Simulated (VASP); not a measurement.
# GaP (F-43m) in VASP: notebook

One crystal, GaP, is run at these levels: PBE; tasks: G0W0 quasiparticle levels.

Everything below comes from runs of VASP 6.6.1. Logs are shortened: lines on timing, memory, paths and dates and some standing lists are left out, and cuts for length are marked.

## Step 1: Starting point

The structure is cubic, space group F-43m (No. 216). The conventional cell has a = 5.451 Å, b = 5.451 Å, c = 5.451 Å, α = 90.00°, β = 90.00°, γ = 90.00°. Ga (site symmetry -43m) is surrounded by 4 P at 2.36 Å. P (site symmetry -43m) has 4 Ga at 2.36 Å as nearest neighbours.

## Step 2: G0W0 quasiparticle levels, PBE

The input, POSCAR:

```
GaP
1.0
    0.0000000000      2.7252500000      2.7252500000
    2.7252500000      0.0000000000      2.7252500000
    2.7252500000      2.7252500000      0.0000000000
Ga P
1 1
Direct
    0.0000000000      0.0000000000      0.0000000000
    0.7500000000      0.7500000000      0.7500000000
```

The input, INCAR.step1:

```
PREC = Accurate ; ENCUT = 450
EDIFF = 1E-8 ; ISMEAR = 0
SIGMA = 0.01 ; LREAL = False
LASPH = True ; NELM = 100
ALGO = Fast ; LWAVE = True
LCHARG = False ; GGA = PE
```

The input, INCAR.step2:

```
PREC = Accurate ; ENCUT = 450
EDIFF = 1E-8 ; ISMEAR = 0
SIGMA = 0.01 ; LREAL = False
LASPH = True ; NELM = 1
ALGO = Exact ; LWAVE = True
LCHARG = False ; GGA = PE
NBANDS = 106 ; LOPTICS = True
ISTART = 1
```

The input, INCAR.step3:

```
PREC = Accurate ; ENCUT = 450
EDIFF = 1E-8 ; ISMEAR = 0
SIGMA = 0.01 ; LREAL = False
LASPH = True ; ALGO = EVGW0
LWAVE = False ; LCHARG = False
GGA = PE ; NELMGW = 1
NBANDS = 106 ; ENCUTGW = 150
NOMEGA = 48 ; PRECFOCK = Fast
ISTART = 1 ; NBANDSGW = 17
```

The input, KPOINTS:

```
Automatic mesh
0
Gamma
  3 3 3
```

Potentials or basis: VASP PAW PBE potentials, release 64 (Ga_d_GW, P_GW).

Run with:

```sh
cat potpaw_PBE.64/Ga_d_GW/POTCAR potpaw_PBE.64/P_GW/POTCAR > POTCAR
cp INCAR.step1 INCAR
mpirun -np 1 vasp_std > vasp.out
cp INCAR.step2 INCAR
mpirun -np 1 vasp_std > vasp.out
cp INCAR.step3 INCAR
mpirun -np 1 vasp_std > vasp.out
```

OUTCAR:

```text
PREC = Accurate
   ENCUT = 450
   EDIFF = 1E-8
   ISMEAR = 0
   LREAL = False
   LASPH = True
   GGA = PE
   NELMGW = 1
   ENCUTGW = 150
   PRECFOCK = Fast
   ISTART = 1

 Found      4 irreducible k-points:

 Following reciprocal coordinates:
            Coordinates               Weight
  0.000000  0.000000  0.000000      1.000000
  0.333333  0.000000  0.000000      8.000000
  0.333333  0.333333  0.000000      6.000000
 -0.333333  0.333333  0.000000     12.000000
   k-points           NKPTS =      4   k-points in BZ     NKDIM =     27   number of bands    NBANDS=    106
   number of dos      NEDOS =    301   number of ions     NIONS =      2
   total plane-waves  NPLWV =  21952
   dimension x,y,z NGX =    28 NGY =   28 NGZ =   28
   dimension x,y,z NGXF=    56 NGYF=   56 NGZF=   56
   ions per type =               1   1
   NGX,Y,Z   is equivalent  to a cutoff of  12.08, 12.08, 12.08 a.u.
   NGXF,Y,Z  is equivalent  to a cutoff of  24.16, 24.16, 24.16 a.u.
 SYSTEM =  unknown system
   PREC   = accura    normal or accurate (medium, high low for compatibility)
   ISTART =      1    job   : 0-new  1-cont  2-samecut
   ICHARG =      0    charge: 1-file 2-atom 10-const
   ISPIN  =      1    spin polarized calculation?
   LNONCOLLINEAR =      F non collinear calculations
   LSORBIT =      F    spin-orbit coupling
   LASPH  =      T    aspherical Exc in radial PAW
   ENCUT  =  450.0 eV  33.07 Ry    5.75 a.u.   6.67  6.67  6.67*2*pi/ulx,y,z
   NELM   =     60;   NELMIN=  2; NELMDL=  0     # of ELM steps
   EDIFF  = 0.1E-07   stopping-criterion for ELM
   LREAL  =      F    real-space projection
   EDIFFG = 0.1E-06   stopping-criterion for IOM
   NSW    =      0    number of steps for IOM
   IBRION =     -1    ionic relax: 0-MD 1-quasi-New 2-CG
   NFREE  =      0    steps in history (QN), initial steepest desc. (CG)
   ISIF   =      0    stress and relaxation
   ISYM   =      3    0-nonsym 1-usesym 2-fastsym
   POTIM  = 0.5000    time-step for ionic-motion
   TEBEG  =    0.0;   TEEND  =   0.0 temperature during run
   PSTRESS=    0.0 pullay stress
   NELECT =      18.0000    total number of electrons
   NUPDOWN=      -1.0000    fix difference up-down
   EMIN   =  10.00;   EMAX   =-10.00  energy-range for DOS
   EFERMI =   0.00;   METHOD = LEGACY
   ISMEAR =     0;   SIGMA  =   0.01  broadening in eV -4-tet -1-fermi 0-gaus
   EFERMI_NEDOS =   21; number of points for ismear=-14 and -15
   IALGO  =     38    algorithm
   IMIX   =      4    mixing-type and parameters
     AMIX     =   0.40;   BMIX     =  1.00
     AMIX_MAG =   1.60;   BMIX_MAG =  1.00
  volume/ion in A,a.u.               =      20.24       136.59
  Fermi-wavevector in a.u.,A,eV,Ry     =   1.249538  2.361284 21.243377  1.561344
  Thomas-Fermi vector in A             =   2.383574
   LORBIT       =      0    0 simple, 1 ext, 2 COOP (PROOUT), +10 PAW based schemes
   GGA     = PE    functional components
   LHFCALC =     T    Hartree Fock is set to
   PRECFOCK=fast      Normal, Fast or Accurate (Low or Medium for compatibility)
   ENCUT4O =  -1.0   cutoff for four orbital integrals eV
   NKREDX  =     1    reduce k-point grid by
   NKREDY  =     1    reduce k-point grid by
   NKREDZ  =     1    reduce k-point grid by
   AEXX    =    1.0000 exact exchange contribution
   HFSCREEN=    0.0000 screening length (either q_TF or 0.3 A-1)
   HFSCREENC=   0.0000 screening length for correlation (either q_TF or 0.3 A-1)
   ENCUTFOCK=  -1.0 apply spherical cutoff to Coloumb kernel
   IVDW    =     0    specifies the selected vdW correction
   LEPSILON=     F    determine dielectric tensor
   LRPA    =     F    only Hartree local field effects (RPA)
   LRPAFORCE           =     F    calculate RPA forces
   ENCUTGW             = 150.0    cutoff for response function in eV
   ENCUTGWSOFT         = 120.0    soft cutoff for Coulomb kernel in GW response function in eV
   ENCUTLF             =  -1.0    cutoff for local field effects
   NELMGW              =     1    number of iterations in solving QP/BSE equation
   NELMHF              =     1    number of iterations in the inner HF iteration
   NKREDLFX            =     1    NKREDLFY  =   1   NKREDLFZ  =   1
 non-spin polarized calculation
 Gauss-broadening in eV      SIGMA  =   0.01
  energy-cutoff  :      450.00
  volume of cell :       40.48
 maximum number of plane-waves:       893
 NGX is ok and might be reduce to    28
  NGX = 16; NGY = 16; NGZ = 16
   NGX = 13   NGY = 13   NGZ = 13
 maximum number of plane-waves:       172

 QP shifts <psi_nk| G(iteration)W_0 |psi_nk>: iteration 1
 for sc-GW calculations column KS-energies equals QP-energies in previous step
 and V_xc(KS)=  KS-energies - (<T + V_ion + V_H > + <T+V_H+V_ion>^1  + <V_x>^1)

 k-point   1 :       0.0000    0.0000    0.0000
  band No.  KS-energies  QP-energies   sigma(KS)   V_xc(KS)     V^pw_x(r,r')   Z            occupation Imag(sigma)

      1     -10.1855     -12.5211     -25.0731     -21.6845     -35.0252       0.6892       2.0000       0.2537
      2     -10.1855     -12.5211     -25.0731     -21.6845     -35.0252       0.6892       2.0000       0.2537
      3     -10.1855     -12.5211     -25.0731     -21.6845     -35.0252       0.6892       2.0000       0.2537
      4     -10.0899     -12.4563     -25.2275     -21.8031     -35.1436       0.6910       2.0000       0.2210
      5     -10.0899     -12.4563     -25.2275     -21.8031     -35.1436       0.6910       2.0000       0.2210
      6      -8.0299      -8.5586     -12.1024     -11.3535     -18.6291       0.7060       2.0000       1.2047
[... 9 lines left out ...]
     16      14.1509      14.4551     -10.4257     -10.8284      -4.9890       0.7554       0.0000      -0.2611
     17      16.8528      16.7282      -8.3269      -8.1664      -2.3911       0.7761       0.0000      -0.5179

 k-point   2 :       0.3333    0.0000    0.0000
  band No.  KS-energies  QP-energies   sigma(KS)   V_xc(KS)     V^pw_x(r,r')   Z            occupation Imag(sigma)

      1     -10.2449     -12.5269     -24.7150     -21.4019     -34.6068       0.6888       2.0000       0.2852
      2     -10.1656     -12.5107     -25.1132     -21.7194     -35.0663       0.6910       2.0000       0.2518
      3     -10.1656     -12.5107     -25.1132     -21.7194     -35.0663       0.6910       2.0000       0.2518
      4     -10.0862     -12.4623     -25.2354     -21.8122     -35.1585       0.6941       2.0000       0.2195
      5     -10.0862     -12.4623     -25.2354     -21.8122     -35.1585       0.6941       2.0000       0.2195
      6      -6.7233      -7.2502     -12.7177     -11.9516     -18.9041       0.6879       2.0000       0.9261
[... 9 lines left out ...]
     16      14.1473      14.0419      -8.2865      -8.1523      -2.6893       0.7858       0.0000      -0.3697
     17      19.2487      19.3006      -9.6354      -9.7041      -3.0812       0.7548       0.0000      -0.7293

 k-point   3 :       0.3333    0.3333    0.0000
  band No.  KS-energies  QP-energies   sigma(KS)   V_xc(KS)     V^pw_x(r,r')   Z            occupation Imag(sigma)

      1     -10.2749     -12.5351     -24.6731     -21.3727     -34.5686       0.6848       2.0000       0.2885
      2     -10.1380     -12.5035     -25.1844     -21.7800     -35.1478       0.6948       2.0000       0.2487
      3     -10.1380     -12.5035     -25.1844     -21.7800     -35.1478       0.6948       2.0000       0.2487
      4     -10.1153     -12.4611     -25.1396     -21.7282     -35.0419       0.6876       2.0000       0.2236
      5     -10.0738     -12.4618     -25.2576     -21.8336     -35.1855       0.6974       2.0000       0.2160
      6      -6.2578      -6.7892     -12.7821     -12.0133     -18.7791       0.6913       2.0000       0.8499
[... 9 lines left out ...]
     16      18.8867      18.9325      -9.3327      -9.3929      -2.9341       0.7593       0.0000      -0.6751
     17      19.8687      20.0967     -10.7061     -11.0084      -3.9445       0.7543       0.0000      -0.9230

 k-point   4 :      -0.3333    0.3333    0.0000
  band No.  KS-energies  QP-energies   sigma(KS)   V_xc(KS)     V^pw_x(r,r')   Z            occupation Imag(sigma)

      1     -10.2739     -12.5315     -24.6338     -21.3467     -34.5251       0.6868       2.0000       0.2955
      2     -10.1480     -12.5076     -25.1496     -21.7434     -35.0963       0.6927       2.0000       0.2459
      3     -10.1366     -12.5052     -25.1845     -21.7834     -35.1500       0.6964       2.0000       0.2490
      4     -10.1004     -12.4613     -25.1929     -21.7746     -35.1095       0.6906       2.0000       0.2206
      5     -10.0831     -12.4651     -25.2338     -21.8123     -35.1572       0.6962       2.0000       0.2171
      6      -5.2808      -5.8347     -13.4370     -12.6406     -19.1783       0.6955       2.0000       0.7206
[... 9 lines left out ...]
     16      19.4742      19.4787      -9.1914      -9.1973      -2.7823       0.7547       0.0000      -0.6766
     17      20.2154      20.4061     -10.3836     -10.6356      -3.3956       0.7568       0.0000      -0.9288
```

Wall time 36 s (1 thread of Intel Xeon 6975P-C (Granite Rapids), shared host); peak memory 0.24 GiB.

The run converged, but some of its settings lie outside the range that counts as converged, so its numbers aren't taken as properties of the crystal.

What came out:

* Band gap on the k mesh, mean-field level: 1.70 eV, indirect (least direct gap 1.80 eV)
* Quasiparticle gap: 2.27 eV
* Least direct quasiparticle gap: 2.72 eV

Caveat: the k mesh is coarse (spacing up to 0.67 Å⁻¹), so the values aren't converged; bands, screening cutoff and mesh are small and nothing is extrapolated, so the quasiparticle values aren't converged; an odd mesh through Γ misses points on the zone boundary, where band edges often lie.

## Step 3: G0W0 quasiparticle levels, PBE

POSCAR is that of step 2.

INCAR.step1 is that of step 2.

INCAR.step2: that of step 2 with these lines changed.

```diff
@@ -6,3 +6,3 @@
 LCHARG = False ; GGA = PE
-NBANDS = 106 ; LOPTICS = True
+NBANDS = 170 ; LOPTICS = True
 ISTART = 1
```

INCAR.step3: that of step 2 with these lines changed.

```diff
@@ -6,3 +6,3 @@
 GGA = PE ; NELMGW = 1
-NBANDS = 106 ; ENCUTGW = 150
+NBANDS = 170 ; ENCUTGW = 150
 NOMEGA = 48 ; PRECFOCK = Fast
```

KPOINTS is that of step 2.

Potentials or basis: VASP PAW PBE potentials, release 64 (Ga_d_GW, P_GW).

Run with:

```sh
cat potpaw_PBE.64/Ga_d_GW/POTCAR potpaw_PBE.64/P_GW/POTCAR > POTCAR
cp INCAR.step1 INCAR
mpirun -np 1 vasp_std > vasp.out
cp INCAR.step2 INCAR
mpirun -np 1 vasp_std > vasp.out
cp INCAR.step3 INCAR
mpirun -np 1 vasp_std > vasp.out
```

OUTCAR:

```text
PREC = Accurate
   ENCUT = 450
   EDIFF = 1E-8
   ISMEAR = 0
   LREAL = False
   LASPH = True
   GGA = PE
   NELMGW = 1
   ENCUTGW = 150
   PRECFOCK = Fast
   ISTART = 1

 Found      4 irreducible k-points:

 Following reciprocal coordinates:
            Coordinates               Weight
  0.000000  0.000000  0.000000      1.000000
  0.333333  0.000000  0.000000      8.000000
  0.333333  0.333333  0.000000      6.000000
 -0.333333  0.333333  0.000000     12.000000
   k-points           NKPTS =      4   k-points in BZ     NKDIM =     27   number of bands    NBANDS=    170
   number of dos      NEDOS =    301   number of ions     NIONS =      2
   total plane-waves  NPLWV =  21952
   dimension x,y,z NGX =    28 NGY =   28 NGZ =   28
   dimension x,y,z NGXF=    56 NGYF=   56 NGZF=   56
   ions per type =               1   1
   NGX,Y,Z   is equivalent  to a cutoff of  12.08, 12.08, 12.08 a.u.
   NGXF,Y,Z  is equivalent  to a cutoff of  24.16, 24.16, 24.16 a.u.
 SYSTEM =  unknown system
[... 32 lines left out ...]
  Thomas-Fermi vector in A             =   2.383574
   LORBIT       =      0    0 simple, 1 ext, 2 COOP (PROOUT), +10 PAW based schemes
   GGA     = PE    functional components
   LHFCALC =     T    Hartree Fock is set to
   PRECFOCK=fast      Normal, Fast or Accurate (Low or Medium for compatibility)
   ENCUT4O =  -1.0   cutoff for four orbital integrals eV
   NKREDX  =     1    reduce k-point grid by
   NKREDY  =     1    reduce k-point grid by
   NKREDZ  =     1    reduce k-point grid by
   AEXX    =    1.0000 exact exchange contribution
   HFSCREEN=    0.0000 screening length (either q_TF or 0.3 A-1)
   HFSCREENC=   0.0000 screening length for correlation (either q_TF or 0.3 A-1)
   ENCUTFOCK=  -1.0 apply spherical cutoff to Coloumb kernel
   IVDW    =     0    specifies the selected vdW correction
   LEPSILON=     F    determine dielectric tensor
   LRPA    =     F    only Hartree local field effects (RPA)
   LRPAFORCE           =     F    calculate RPA forces
   ENCUTGW             = 150.0    cutoff for response function in eV
   ENCUTGWSOFT         = 120.0    soft cutoff for Coulomb kernel in GW response function in eV
   ENCUTLF             =  -1.0    cutoff for local field effects
   NELMGW              =     1    number of iterations in solving QP/BSE equation
   NELMHF              =     1    number of iterations in the inner HF iteration
   NKREDLFX            =     1    NKREDLFY  =   1   NKREDLFZ  =   1
 non-spin polarized calculation
 Gauss-broadening in eV      SIGMA  =   0.01
  energy-cutoff  :      450.00
  volume of cell :       40.48
 maximum number of plane-waves:       893
 NGX is ok and might be reduce to    28
  NGX = 16; NGY = 16; NGZ = 16
   NGX = 13   NGY = 13   NGZ = 13
 maximum number of plane-waves:       172

 QP shifts <psi_nk| G(iteration)W_0 |psi_nk>: iteration 1
 for sc-GW calculations column KS-energies equals QP-energies in previous step
 and V_xc(KS)=  KS-energies - (<T + V_ion + V_H > + <T+V_H+V_ion>^1  + <V_x>^1)

 k-point   1 :       0.0000    0.0000    0.0000
  band No.  KS-energies  QP-energies   sigma(KS)   V_xc(KS)     V^pw_x(r,r')   Z            occupation Imag(sigma)

      1     -10.1855     -12.5146     -25.0672     -21.6845     -35.0252       0.6885       2.0000       0.2617
      2     -10.1855     -12.5146     -25.0672     -21.6845     -35.0252       0.6885       2.0000       0.2617
      3     -10.1855     -12.5146     -25.0672     -21.6845     -35.0252       0.6885       2.0000       0.2617
      4     -10.0899     -12.4513     -25.2210     -21.8031     -35.1436       0.6909       2.0000       0.2303
      5     -10.0899     -12.4513     -25.2210     -21.8031     -35.1436       0.6909       2.0000       0.2303
      6      -8.0299      -8.6317     -12.1936     -11.3535     -18.6291       0.7164       2.0000       1.2046
[... 59 lines left out ...]
      3     -10.1366     -12.5000     -25.1777     -21.7834     -35.1500       0.6963       2.0000       0.2573
      4     -10.1004     -12.4563     -25.1866     -21.7746     -35.1095       0.6905       2.0000       0.2298
      5     -10.0831     -12.4607     -25.2272     -21.8123     -35.1572       0.6963       2.0000       0.2265
      6      -5.2808      -5.8989     -13.5285     -12.6406     -19.1783       0.6961       2.0000       0.7227
[... 9 lines left out ...]
     16      19.4742      19.3971      -9.2996      -9.1973      -2.7823       0.7537       0.0000      -0.6701
     17      20.2154      20.3002     -10.5231     -10.6356      -3.3956       0.7534       0.0000      -0.9189
```

OUTCAR.step2:

```text
PREC = Accurate
   ENCUT = 450
   EDIFF = 1E-8
   ISMEAR = 0
   LREAL = False
[... 538 lines left out ...]
     0.00000    29.48114    29.48114    29.48114    -0.00000     0.00000    -0.00000
     1.83667    29.75747    29.75747    29.75747    -0.00000     0.00000    -0.00000
     3.67334    26.47397    26.47397    26.47397     0.00000    -0.00000    -0.00000
     5.51001     1.97328     1.97328     1.97328     0.00000    -0.00000     0.00000
     7.34668    -7.73177    -7.73177    -7.73177     0.00000     0.00000     0.00000
     9.18335    -2.70148    -2.70148    -2.70148     0.00000     0.00000     0.00000
[... 92 lines left out ...]
   179.99363     0.98034     0.98034     0.98034     0.00000     0.00000     0.00000
   181.83030     0.98080     0.98080     0.98080     0.00000     0.00000     0.00000
```

Wall time 41 s (1 thread of Intel Xeon 6975P-C (Granite Rapids), shared host); peak memory 0.25 GiB.

The run converged, but some of its settings lie outside the range that counts as converged, so its numbers aren't taken as properties of the crystal.

Results:

* Band gap on the k mesh, mean-field level: 1.70 eV, indirect (least direct gap 1.80 eV)
* Quasiparticle gap: 2.29 eV
* Least direct quasiparticle gap: 2.72 eV

Caveat: the k mesh is coarse (spacing up to 0.67 Å⁻¹), so the values aren't converged; bands, screening cutoff and mesh are small and nothing is extrapolated, so the quasiparticle values aren't converged; an odd mesh through Γ misses points on the zone boundary, where band edges often lie.

[end of part 1 of 2]
